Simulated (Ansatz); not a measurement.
Band structure of Ag

```
Ag
1.0
     0.00000    3.10836    3.10836
     3.10836    0.00000    3.10836
     3.10836    3.10836    0.00000
Ag
2
Direct
  0.00000 0.00000 0.00000
  0.25000 0.25000 0.25000
```

Atoms are numbered in the order listed.

The cell was built from the diamond type and relaxed in the same program, and has space group Fd-3m; it needn't be a known or the stable phase.

Computed with Ansatz 0.2.0, DFT, PBE, all-electron LAPW, scalar-relativistic.

Numerical set-up: a Γ-centred 11×11×11 k mesh, Fermi–Dirac smearing of 0.05 eV, basis error target 0.5 meV/atom, no spin polarisation.

Points in fractions of the reciprocal vectors of this cell: Γ (0, 0, 0), X (0.5, 0, 0.5), U (0.625, 0.25, 0.625), K (0.375, 0.375, 0.75), L (0.5, 0.5, 0.5), W (0.5, 0.25, 0.75). The path joins them by straight lines in the order Γ–X–U–K–Γ–L–W–X; legs that retrace an earlier one aren't tabulated. Energies are in eV from the Fermi level.

Q: Is there a gap?

A: none: bands cross the Fermi level, a metal.

Q: List the levels between -5 and 5 eV at the symmetry points.

A: 
Γ: -4.68, -4.49 (×5), -3.24 (×3), -2.69 (×2)
X: -4.59 (×2), -4.56 (×2), -3.59 (×2), -3.49 (×2), -2.62 (×2), 0.07 (×2), 3.45 (×2)
U: -4.81, -4.61, -4.50, -4.15, -3.83, -3.71, -3.58, -3.44, -2.59, -2.49, -0.05, 0.52, 1.75, 4.15
K: -4.81, -4.61, -4.50, -4.15, -3.83, -3.71, -3.58, -3.44, -2.59, -2.49, -0.05, 0.52, 1.75, 4.15
L: -4.57 (×2), -4.48, -4.30 (×2), -4.04, -3.13 (×2), -2.73 (×2), -0.95, -0.58
W: -4.78 (×2), -4.21 (×2), -3.79 (×2), -3.56 (×2), -2.50 (×2), 0.39 (×2), 2.31 (×2)
